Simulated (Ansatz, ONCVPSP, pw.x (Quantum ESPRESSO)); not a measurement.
# What a changed setting does to a pw.x run (bcc H)

Potential: optimised norm-conserving Vanderbilt (ONCV), ONCVPSP 4.0.1.1 (patched build), PBE; core none, reference 1s1; waves: 1s: rc 0.68 bohr, ncon 3, nbas 6, qcut 8 1/bohr, 1 projector; p scattering state at 0.39 Ha: rc 1.05 bohr, ncon 4, nbas 8, qcut 6.9 1/bohr, 2 projectors, debl 2.6 Ha; local part: polynomial inside 0.68 bohr (lpopt 4, dvloc0 1 Ha); core correction: none.

The reference run (k-mesh 18³, cutoffs 165/660 Ry, Fermi–Dirac 0.01 Ry, mixing_beta 0.4, conv_thr 1e-9, no spin) gives -2.91 GPa at 3.033 Å³/atom, where all-electron LAPW gives -2.27 GPa. This run, with its own iteration cap, changes k-mesh shift to 1.

```
&control
  calculation='scf', prefix='x', pseudo_dir='./', outdir='./tmp', tstress=.true., disk_io='none'
/
&system
  ibrav=0, nat=1, ntyp=1, ecutwfc=165, ecutrho=660, nbnd=7,
  occupations='smearing', smearing='fd', degauss=0.01
/
&electrons
  conv_thr=1e-09, mixing_beta=0.4, electron_maxstep=50
/
ATOMIC_SPECIES
H 1.0 H.UPF
CELL_PARAMETERS angstrom
  -0.91187954 0.91187954 0.91187954
  0.91187954 -0.91187954 0.91187954
  0.91187954 0.91187954 -0.91187954
ATOMIC_POSITIONS crystal
H 0.0000 0.0000 0.0000
K_POINTS automatic
18 18 18 1 1 1
```

```bash
pw.x < H.scf.in > H.scf.out
```

Q: How does the run end?

A: It converges in 3 iterations; the free energy moves by +5.6 meV/atom and the pressure by +0.32 GPa.

```
Message from routine setup:
     using ibrav=0 with symmetry is DISCOURAGED, use correct ibrav instead
     lattice parameter (alat)  =       2.9847  a.u.
     unit-cell volume          =      20.4677 (a.u.)^3
     number of electrons       =         1.00
     number of Kohn-Sham states=            7
     kinetic-energy cutoff     =     165.0000  Ry
     charge density cutoff     =     660.0000  Ry
     scf convergence threshold =      1.0E-09
     Exchange-correlation= PBE
     number of k points=   190  Fermi-Dirac smearing, width (Ry)=  0.0100
     iteration #  1     ecut=   165.00 Ry     beta= 0.40
     total energy              =      -1.07516868 Ry
     estimated scf accuracy    <       0.00000113 Ry
     iteration #  2     ecut=   165.00 Ry     beta= 0.40
     total energy              =      -1.07517196 Ry
     estimated scf accuracy    <       0.00000044 Ry
     iteration #  3     ecut=   165.00 Ry     beta= 0.40
     the Fermi energy is     3.6766 ev
!    total energy              =      -1.07517205 Ry
     estimated scf accuracy    <          7.8E-11 Ry
     smearing contrib. (-TS)   =      -0.00059981 Ry
     The total energy is F=E-TS. E is the sum of the following terms:
     one-electron contribution =       0.62604832 Ry
     hartree contribution      =       0.01858288 Ry
     xc contribution           =      -0.66325289 Ry
     ewald contribution        =      -1.05595055 Ry
     convergence has been achieved in   3 iterations
          total   stress  (Ry/bohr**3)                   (kbar)     P=      -25.90
     Message from routine punch:
     Nothing written, as per user request (disk_io='none')
```

The run took about 9.7 s on one core of a shared host (Neoverse-N1, 64 threads, 124 GiB, load 61).
